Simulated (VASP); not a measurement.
# AlAs (F-43m) in VASP: a series of runs

The runs below take AlAs through relaxation of cell and atoms, with PBEsol.

Everything below comes from runs of VASP 6.6.1. Logs are shortened: lines on timing, memory, paths and dates and some standing lists are left out, and cuts for length are marked.

## (1) The structure

It takes space group F-43m (No. 216, cubic). The conventional cell has a = 5.661 Å, b = 5.661 Å, c = 5.661 Å, α = 90.00°, β = 90.00°, γ = 90.00°. Al (site symmetry -43m) is surrounded by 4 As at 2.45 Å. As (site symmetry -43m) is surrounded by 4 Al at 2.45 Å.

## (2) Relaxation of cell and atoms, PBEsol

The input, INCAR:

```
SYSTEM = AlAs
  PREC = Accurate
  ENCUT = 600
  EDIFF = 1E-6
  ISMEAR = 0
  SIGMA = 0.03
  LREAL = .FALSE.
  LASPH = .TRUE.
  NELM = 80
  ALGO = Normal
  ISIF = 3
  LWAVE = .FALSE.
  LCHARG = .FALSE.
  GGA = PS
  IBRION = 2
  NSW = 90
  EDIFFG = -0.01
  KPAR = 4
```

The input, KPOINTS:

```
Automatic mesh
0
G
  8 8 8
  0 0 0
```

The input, POSCAR:

```
AlAs
1.0
    0.0000000000      2.8304000000      2.8304000000
    2.8304000000      0.0000000000      2.8304000000
    2.8304000000      2.8304000000      0.0000000000
Al As
1 1
Direct
    0.0000000000      0.0000000000      0.0000000000
    0.2500000000      0.2500000000      0.2500000000
```

Potentials or basis: VASP PAW PBE potentials, release 64 (Al, As).

Run with:

```console
$ cat potpaw_PBE.64/Al/POTCAR potpaw_PBE.64/As/POTCAR > POTCAR
$ mpirun -np 4 vasp_std > vasp.out
```

OUTCAR:

```text
SYSTEM = AlAs
   PREC = Accurate
   ENCUT = 600
   EDIFF = 1E-6
   ISMEAR = 0
   LREAL = .FALSE.
   LASPH = .TRUE.
   NELM = 80
   ISIF = 3
   GGA = PS
   IBRION = 2
   NSW = 90
   EDIFFG = -0.01

 ion  position               nearest neighbor table
   1  0.000  0.000  0.000-   2 2.45   2 2.45   2 2.45   2 2.45
   2  0.250  0.250  0.250-   1 2.45   1 2.45   1 2.45   1 2.45

  LATTYP: Found a face centered cubic cell.
 ALAT       =     5.6608000000

  Lattice vectors:

 A1 = (   0.0000000000,   2.8304000000,   2.8304000000)
 A2 = (   2.8304000000,   0.0000000000,   2.8304000000)
 A3 = (   2.8304000000,   2.8304000000,   0.0000000000)

Analysis of symmetry for initial positions (statically):
=====================================================================
 Subroutine PRICEL returns:
 Original cell was already a primitive cell.

 Routine SETGRP: Setting up the symmetry group for a
 face centered cubic supercell.

 Subroutine GETGRP returns: Found 24 space group operations
 (whereof 24 operations were pure point group operations)
 out of a pool of 48 trial point group operations.

The static configuration has the point symmetry T_d .

Analysis of symmetry for dynamics (positions and initial velocities):
=====================================================================
 Subroutine PRICEL returns:
 Original cell was already a primitive cell.

 Routine SETGRP: Setting up the symmetry group for a
 face centered cubic supercell.

 Subroutine GETGRP returns: Found 24 space group operations
 (whereof 24 operations were pure point group operations)
 out of a pool of 48 trial point group operations.

The dynamic configuration has the point symmetry T_d .

 Subroutine INISYM returns: Found 24 space group operations
 (whereof 24 operations are pure point group operations),
 and found     1 'primitive' translations

----------------------------------------------------------------------------------------

                                     Primitive cell

  volume of cell :      45.3496

  direct lattice vectors                    reciprocal lattice vectors
     0.000000000  2.830400000  2.830400000    -0.176653477  0.176653477  0.176653477
     2.830400000  0.000000000  2.830400000     0.176653477 -0.176653477  0.176653477
     2.830400000  2.830400000  0.000000000     0.176653477  0.176653477 -0.176653477

  length of vectors
     4.002790067  4.002790067  4.002790067     0.305972797  0.305972797  0.305972797

  position of ions in fractional coordinates (direct lattice)
     0.000000000  0.000000000  0.000000000
     0.250000000  0.250000000  0.250000000

  ion indices of the primitive-cell ions
   primitive index   ion index
                 1           1
                 2           2

----------------------------------------------------------------------------------------

 KPOINTS: Automatic mesh

Automatic generation of k-mesh.
 Grid dimensions read from file:
 generate k-points for:    8    8    8

 Generating k-lattice:

  Cartesian coordinates                     Fractional coordinates (reciprocal lattice)
    -0.022081685  0.022081685  0.022081685     0.125000000  0.000000000  0.000000000
     0.022081685 -0.022081685  0.022081685     0.000000000  0.125000000  0.000000000
     0.022081685  0.022081685 -0.022081685     0.000000000  0.000000000  0.125000000

  Length of vectors
     0.038246600  0.038246600  0.038246600

  Shift w.r.t. Gamma in fractional coordinates (k-lattice)
     0.000000000  0.000000000  0.000000000

 Subroutine IBZKPT returns following result:
 ===========================================

 Found     29 irreducible k-points:

 Following reciprocal coordinates:
            Coordinates               Weight
  0.000000  0.000000  0.000000      1.000000
  0.125000  0.000000  0.000000      8.000000
  0.250000  0.000000  0.000000      8.000000
  0.375000  0.000000  0.000000      8.000000
  0.500000  0.000000  0.000000      4.000000
  0.125000  0.125000  0.000000      6.000000
[... 16 lines left out ...]
  0.500000  0.250000  0.125000     48.000000
 -0.375000  0.250000  0.125000     24.000000
 [... further k-points ...]
   k-points           NKPTS =     29   k-points in BZ     NKDIM =     29   number of bands    NBANDS=      8
   number of dos      NEDOS =    301   number of ions     NIONS =      2
   total plane-waves  NPLWV =  32768
   dimension x,y,z NGX =    32 NGY =   32 NGZ =   32
   dimension x,y,z NGXF=    64 NGYF=   64 NGZF=   64
   ions per type =               1   1
   NGX,Y,Z   is equivalent  to a cutoff of  13.29, 13.29, 13.29 a.u.
   NGXF,Y,Z  is equivalent  to a cutoff of  26.58, 26.58, 26.58 a.u.
 SYSTEM =  AlAs
   PREC   = accura    normal or accurate (medium, high low for compatibility)
   ISTART =      0    job   : 0-new  1-cont  2-samecut
   ICHARG =      2    charge: 1-file 2-atom 10-const
   ISPIN  =      1    spin polarized calculation?
   LNONCOLLINEAR =      F non collinear calculations
   LSORBIT =      F    spin-orbit coupling
   LASPH  =      T    aspherical Exc in radial PAW
   ENCUT  =  600.0 eV  44.10 Ry    6.64 a.u.   7.99  7.99  7.99*2*pi/ulx,y,z
   NELM   =     80;   NELMIN=  2; NELMDL= -5     # of ELM steps
   EDIFF  = 0.1E-05   stopping-criterion for ELM
   LREAL  =      F    real-space projection
   EDIFFG = -.1E-01   stopping-criterion for IOM
   NSW    =     90    number of steps for IOM
   IBRION =      2    ionic relax: 0-MD 1-quasi-New 2-CG
   NFREE  =      1    steps in history (QN), initial steepest desc. (CG)
   ISIF   =      3    stress and relaxation
   ISYM   =      2    0-nonsym 1-usesym 2-fastsym
   POTIM  = 0.5000    time-step for ionic-motion
   TEBEG  =    0.0;   TEEND  =   0.0 temperature during run
   PSTRESS=    0.0 pullay stress
   NELECT =       8.0000    total number of electrons
   NUPDOWN=      -1.0000    fix difference up-down
   EMIN   =  10.00;   EMAX   =-10.00  energy-range for DOS
   EFERMI =   0.00;   METHOD = LEGACY
   ISMEAR =     0;   SIGMA  =   0.03  broadening in eV -4-tet -1-fermi 0-gaus
   EFERMI_NEDOS =   21; number of points for ismear=-14 and -15
   IALGO  =     38    algorithm
   IMIX   =      4    mixing-type and parameters
     AMIX     =   0.40;   BMIX     =  1.00
     AMIX_MAG =   1.60;   BMIX_MAG =  1.00
  volume/ion in A,a.u.               =      22.67       153.02
  Fermi-wavevector in a.u.,A,eV,Ry     =   0.918150  1.735052 11.469706  0.843000
  Thomas-Fermi vector in A             =   2.043199
   LORBIT       =      0    0 simple, 1 ext, 2 COOP (PROOUT), +10 PAW based schemes
   GGA     = PS    functional components
   LHFCALC =     F    Hartree Fock is set to
   AEXX    =    0.0000 exact exchange contribution
   IVDW    =     0    specifies the selected vdW correction
   LEPSILON=     F    determine dielectric tensor
   LRPA    =     F    only Hartree local field effects (RPA)
 conjugate gradient relaxation of ions
 non-spin polarized calculation
 Gauss-broadening in eV      SIGMA  =   0.03
  energy-cutoff  :      600.00
  volume of cell :       45.35
 maximum number of plane-waves:      1540
   NGX = 15   NGY = 15   NGZ = 15

--------------------------------------- Ionic step        1  -------------------------------------------

 number of electron       8.0000001 magnetization

 Free energy of the ion-electron system (eV)
  ---------------------------------------------------
  ext. energy  EPLUGINS =         0.00000000
  ---------------------------------------------------
  free energy    TOTEN  =       -10.06365207 eV

  energy without entropy =      -10.06365207  energy(sigma->0) =      -10.06365207

------------------------ aborting loop because EDIFF is reached ----------------------------------------

  FORCE on cell =-STRESS in cart. coord.  units (eV):
  Direction    XX          YY          ZZ          XY          YZ          ZX
  --------------------------------------------------------------------------------------
  -------------------------------------------------------------------------------------
  Total        0.2326517      0.2326517      0.2326517      0.0000000     -0.0000000      0.0000000
  in kB        8.2194623      8.2194623      8.2194623      0.0000000     -0.0000000      0.0000000
  external PRESSURE =       8.2194623 kB  Pullay stress =       0.0000000 kB
[... 57 lines left out ...]
  energy  without entropy=      -10.0646022920  energy(sigma->0) =      -10.06460229

--------------------------------------- Ionic step        3  -------------------------------------------

 number of electron       8.0000001 magnetization

 Free energy of the ion-electron system (eV)
  ---------------------------------------------------
  ext. energy  EPLUGINS =         0.00000000
  ---------------------------------------------------
  free energy    TOTEN  =       -10.06493621 eV

  energy without entropy =      -10.06493621  energy(sigma->0) =      -10.06493621

 E-fermi :   3.8681     XC(G=0):  -9.1529

 val. band max:        3.7082847658   @ k =   0.0000   0.0000   0.0000
 cond. band min:       5.0465055103   @ k =   0.5000   0.5000   0.0000
 fundamental gap:      1.3382207445
 Fermi energy:         3.8681211342

 k-point     1 :       0.0000    0.0000    0.0000
  band No.  band energies     occupation
      1      -8.1168      2.00000
      2       3.7083      2.00000
      3       3.7083      2.00000
      4       3.7083      2.00000
      5       5.6018      0.00000
      6       7.9525      0.00000
      7       7.9525      0.00000
      8       7.9525      0.00000
[... 243 lines left out ...]
 k-point    24 :      -0.3750    0.2500    0.1250
  band No.  band energies     occupation
      1      -6.4569      2.00000
      2      -1.5329      2.00000
      3       1.0195      2.00000
      4       2.1723      2.00000
      5       7.2939      0.00000
      6       7.8607      0.00000
      7      10.3076      0.00000
      8      11.2383      0.00000

 [... further k-points ...]

------------------------ aborting loop because EDIFF is reached ----------------------------------------

  FORCE on cell =-STRESS in cart. coord.  units (eV):
  Direction    XX          YY          ZZ          XY          YZ          ZX
  --------------------------------------------------------------------------------------
  -------------------------------------------------------------------------------------
  Total        0.0008354      0.0008354      0.0008354      0.0000000      0.0000000      0.0000000
  in kB        0.0291895      0.0291895      0.0291895      0.0000000      0.0000000      0.0000000
  external PRESSURE =       0.0291895 kB  Pullay stress =       0.0000000 kB
[... 17 lines left out ...]
  FREE ENERGIE OF THE ION-ELECTRON SYSTEM (eV)
  ---------------------------------------------------
  free  energy   TOTEN  =       -10.0649362116 eV

  energy  without entropy=      -10.0649362116  energy(sigma->0) =      -10.06493621

 reached required accuracy - stopping structural energy minimisation
```

Wall time 11 s (4 MPI ranks of Intel Xeon Platinum 8375C at 2.90GHz (Ice Lake), shared host); peak memory 0.18 GiB.

What came out:

```yaml
Free_energy: -10.0649 eV
Relaxed_volume: 22.93 Å³/atom
Relaxed_cell: a = 4.018 Å, b = 4.018 Å, c = 4.018 Å, α = 60.00°, β = 60.00°, γ = 60.00°
Space_group_after_relaxing_to_0.05_Å: F-43m (No. 216)
Energy_gained_by_relaxing: 0.6 meV/atom
Ionic_steps: 3
Pressure_after_relaxing: 0.0 GPa
Band_gap_on_the_k_mesh: 1.34 eV, indirect (least direct gap 1.89 eV)
```

The path:
| step | energy change (eV) | largest force (eV/Å) | pressure (GPa) | volume (Å³) |
| --- | --- | --- | --- | --- |
| 1 | 0.0000 | 0.0000 | 0.82 | 45.35 |
| 2 | -0.0010 | 0.0000 | -0.41 | 46.12 |
| 3 | -0.0013 | 0.0000 | 0.00 | 45.86 |

Final structure:
```cif
data_structure
_symmetry_space_group_name_H-M 'P 1'
_symmetry_Int_Tables_number 1
_cell_length_a 4.0176
_cell_length_b 4.0176
_cell_length_c 4.0176
_cell_angle_alpha 60.000
_cell_angle_beta 60.000
_cell_angle_gamma 60.000
_cell_volume 45.86
loop_
_atom_site_label
_atom_site_type_symbol
_atom_site_fract_x
_atom_site_fract_y
_atom_site_fract_z
_atom_site_occupancy
Al1 Al 0.00000 0.00000 0.00000 1
As1 As 0.25000 0.25000 0.25000 1
```

Caveat: the PAW data sets were made with another functional, which shifts forces and pressure a little.

(Part 1 of 2 ends here.)
